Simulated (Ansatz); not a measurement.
Write a Python script for Ansatz's Python interface that makes a calculation of the elastic constants of LiCl, space group P6_3mc. Level of theory (first run): PBEsol, PAW, cutoff 550 eV, 7×7×4 k-points, fixed occupations.

```cif
data_structure
_symmetry_space_group_name_H-M 'P 1'
_symmetry_Int_Tables_number 1
_cell_length_a 3.9249
_cell_length_b 3.9249
_cell_length_c 6.3572
_cell_angle_alpha 90.000
_cell_angle_beta 90.000
_cell_angle_gamma 120.000
_cell_volume 84.81
loop_
_atom_site_label
_atom_site_type_symbol
_atom_site_fract_x
_atom_site_fract_y
_atom_site_fract_z
_atom_site_occupancy
Li1 Li 0.66667 0.33333 0.87602 1
Li2 Li 0.33333 0.66667 0.37602 1
Cl1 Cl 0.66667 0.33333 0.49898 1
Cl2 Cl 0.33333 0.66667 0.99898 1
```

`elastic.py`
```python
'''Stiffness tensor and moduli of LiCl.'''

from dataclasses import replace

import ansatz as az
import numpy as np

lattice = az.Lattice.of(
    (3.924882, 0.0, 0.0),
    (-1.962441, 3.399048, 0.0),
    (0.0, 0.0, 6.357161),
)
sites = [
    ('Li', (2 / 3, 1 / 3, 0.876017)),
    ('Li', (1 / 3, 2 / 3, 0.376017)),
    ('Cl', (2 / 3, 1 / 3, 0.498984)),
    ('Cl', (1 / 3, 2 / 3, 0.998984)),
]
cell = az.Crystal(lattice=lattice)
for symbol, position in sites:
    cell = cell.atom(symbol, position)

job = (
    cell.calculation()
    .functional(az.Functional.PBESOL)
    .pseudopotentials('paw')
    .basis(550)  # a bare number is in eV
    .occupations(az.OccupationsMethod.FIXED)  # no smearing
    .scf(tolerance=1e-07)
    .kpoints(7, 7, 4)  # sampling of the Brillouin zone
)
# first bring the cell to zero stress
rest = job.relax(cell=True, max_steps=30).run(threads=1, backend='cpu').lattice
relaxed = az.Crystal(lattice=az.Lattice.of(rest.cell_ang))
for site in rest.sites:
    relaxed = relaxed.atom(site.symbol, site.position_frac)
job = replace(job, crystal=relaxed)
print('relaxed volume {:.3f} A^3'.format(abs(np.linalg.det(rest.cell_ang))))
outcome = job.elastic('clamped_ion', amplitude=0.01).run(threads=1, backend='cpu')
elastic = outcome.elastic

print(np.array2string(np.round(elastic.c_gpa, 1) + 0.0, suppress_small=True))
print('Voigt stress of the unstrained cell (GPa, tension positive):', np.round(elastic.sigma0_gpa, 3) + 0.0)
print('smallest eigenvalue of C:', round(elastic.stability.min_eigenvalue_gpa, 1), 'GPa; stable:', elastic.stability.stable)
# averaged moduli need a positive definite tensor
if elastic.stability.min_eigenvalue_gpa > 0:
    for name, value in elastic.moduli.to_plain().items():
        print(f'{name:14s} {value:9.3f}')
```

Output of `python elastic.py`:
```text
DeckWarning: relax.cell: scf.convergence.dr2_threshold = 1e-7 eV (the SCF's general default) is looser than the 4e-10 eV advised for a relaxation that steers and ends on the stress (1e-10 eV for each [...]
relaxed volume 80.591 A^3
DeckWarning: elastic: scf.convergence.dr2_threshold = 1e-7 eV (typed) is looser than the 1.6e-9 eV advised at elastic.amplitude = 1e-2. Elastic constants divide stress differences by the amplitude, [...]
[[49.9 16.2 11.4  0.   0.   0. ]
 [16.2 49.9 11.4  0.   0.   0. ]
 [11.4 11.4 53.4  0.   0.   0. ]
 [ 0.   0.   0.  11.6  0.   0. ]
 [ 0.   0.   0.   0.  11.6  0. ]
 [ 0.   0.   0.   0.   0.  16.8]]
Voigt stress of the unstrained cell (GPa, tension positive): [-0.01  -0.01  -0.004  0.     0.     0.   ]
smallest eigenvalue of C: 11.6 GPa; stable: True
k_voigt_gpa       25.697
k_reuss_gpa       25.694
k_hill_gpa        25.696
g_voigt_gpa       15.619
g_reuss_gpa       14.770
g_hill_gpa        15.195
youngs_gpa        38.078
poisson            0.253
```
(Warnings from the package without file and line, shortened.)

What to keep in mind:
- A positive definite tensor excludes instabilities under uniform strain alone; phonons elsewhere in the zone can still be imaginary.
- These are clamped-ion constants: where atoms have free coordinates under strain, the relaxed-ion ones can be far smaller or negative, so this tensor doesn't settle whether the crystal is stable.
- The structure comes from a database of computed cells and needn't be a stable or known phase.
- The constants belong to the cell that was strained; where it wasn't relaxed first it may be under stress.
- Wall time of the script: 54 s on 1 thread of Arm Neoverse V2, with other jobs on the host, peak memory 0.47 GiB.

(A comment or docstring line of the script was reworded after the run, the code is as it ran; lines on the test bed's own set-up are left out of the output.)
